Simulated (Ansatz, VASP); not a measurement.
## Two plane-wave programs on Y

The input INCAR:

```
SYSTEM = Y
  ALGO = Normal
  EDIFF = 1E-8
  ENCUT = 520
  GGA = PE
  ISIF = 2
  ISMEAR = -1
  LASPH = .True.
  LCHARG = .False.
  LEFG = .True.
  LREAL = .False.
  LWAVE = .False.
  NBANDS = 12
  NELM = 100
  PREC = Accurate
  SIGMA = 0.03
```

The input KPOINTS:

```
k-points
0
Gamma
  14 14 14
  0 0 0
```

The input POSCAR:

```
Y
1.0
    0.0000000000      2.4347030121      2.4347030121
    2.4347030121      0.0000000000      2.4347030121
    2.4347030121      2.4347030121      0.0000000000
Y
1
Direct
    0.0000000000      0.0000000000      0.0000000000
```

Input for Ansatz:

```yaml
crystal:
  lattice:
    - [0.0, 2.4347030121, 2.4347030121]
    - [2.4347030121, 0.0, 2.4347030121]
    - [2.4347030121, 2.4347030121, 0.0]
  atoms:
    - { symbol: "Y", position: [0.0, 0.0, 0.0] }
kpoints:
  mp_grid: { grid: [14, 14, 14] }
scf:
  occupations: { method: fermi_dirac, width: 0.03 }
hamiltonian:
  xc: pbe
  pseudopotentials: { kind: paw }
output:
  forces: true
  stress: true
  eigenvalues: true
  efg: { contact_densities: true }
```

Change from the starting cell: volume scaled by 0.9405, PAW files.

Alike in both runs: task electric field gradients; functional PBE; k mesh 14 × 14 × 14; occupations fermi-dirac, width 0.03 eV; no spin polarisation.

```csv
,VASP,Ansatz
version,VASP 6.6.1,Ansatz 0.2.0
potentials or method,"VASP PAW PBE potentials, release 64 (Y_sv)","PAW with Ansatz's default frozen-core files, scalar-relativistic"
plane-wave cutoff (eV),520,420
valence electrons in the cell,11,11
```

```csv
,VASP,Ansatz,Ansatz less VASP
pressure (GPa),5.3,5.5,+0.17
Vzz of the field gradient on the site that differs most (V/Å²),0.0,0.0,0.00
```

Ansatz warned: «gradients_without_spin_orbit».
